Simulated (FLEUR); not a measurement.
The system is KF (Carobbiite).

```
K F
1.0
     0.00000    2.67185    2.67185
     2.67185    0.00000    2.67185
     2.67185    2.67185    0.00000
K F
1 1
Direct
  0.00000 0.00000 0.00000
  0.50000 0.50000 0.50000
```

Base run:

| Quantity | Value |
| --- | --- |
| Program | FLEUR MaX-R8.1 (later development tree) |
| Functional | LDA |
| Potentials or basis | all-electron |
| Basis | FLAPW |
| Kmax | 4.1 1/bohr |
| k mesh | 9 × 9 × 9 |
| Occupations | fermi-dirac, width 0.05 eV |
| Spin | no spin polarisation |

Its results: band gap on the k mesh 5.80 eV, direct.

**Question.** The run is repeated on the same cell with these changes: functional from LDA to PBEsol. What comes out?

**Answer.** Band gap on the k mesh 6.04 eV, direct.

Not every run made on this cell is shown here.
